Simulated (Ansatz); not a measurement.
## SnO2 (Cassiterite) under changes of volume

One of the cells (11.922 Å³/atom); the others are scaled copies at fixed shape and fractional positions:

```
Sn O
1.0
     4.73800    0.00000    0.00000
     0.00000    4.73800    0.00000
     0.00000    0.00000    3.18650
Sn O
2 4
Direct
  0.50000 0.50000 0.50000
  0.00000 0.00000 0.00000
  0.80710 0.19290 0.50000
  0.69290 0.69290 0.00000
  0.19290 0.80710 0.50000
  0.30710 0.30710 0.00000
```

| Quantity | Value |
| --- | --- |
| Program | Ansatz 0.2.0 |
| Functional | PBEsol |
| Potentials or basis | all-electron LAPW, scalar-relativistic |
| Cutoff | 412 eV (chosen from the basis error) |
| Basis error allowed | 0.001 eV/atom |
| k mesh | 6 × 6 × 8 |
| Occupations | fermi-dirac, width 0.05 eV |
| Spin | no spin polarisation |

```csv
volume (Å³/atom),energy over the lowest point (meV/atom),pressure (GPa),gap on the mesh (eV),largest force (eV/Å)
11.207,57.96,20.5,1.93,0.486
11.445,31.90,14.6,1.67,0.386
11.684,14.14,9.4,1.42,0.294
11.922,3.76,4.7,1.19,0.208
12.161,0.00,0.5,0.96,0.128
12.399,2.13,-3.3,0.75,0.054
12.637,?,?,?,?
```

Task: What does the run at 12.637 Å³/atom give?

Result: Energy over the lowest point 9.53 meV/atom; pressure -6.6 GPa; gap on the mesh 0.54 eV; largest force 0.015 eV/Å.

Worked out: A Birch-Murnaghan fit of order 3 (a polynomial in V^(-2/3)) to the other rows has its minimum at 12.19 Å³/atom with B0 = V·E''(V) = 199 GPa and B' = 4.9 at fixed shape and positions, which overstates the stiffness. It gives 9.48 meV/atom at 12.637 Å³/atom, against the run's 9.53, and -dE/dV = -6.6 GPa, against -6.6. A straight line through the other rows of the gap, of slope -11.7 eV per unit of ln V (its deformation potential), extrapolates to 0.52 eV, against the run's 0.54.

Energies are extrapolated to zero smearing.

Caveats: spin-orbit coupling is left out, which moves the levels of the heavy elements.
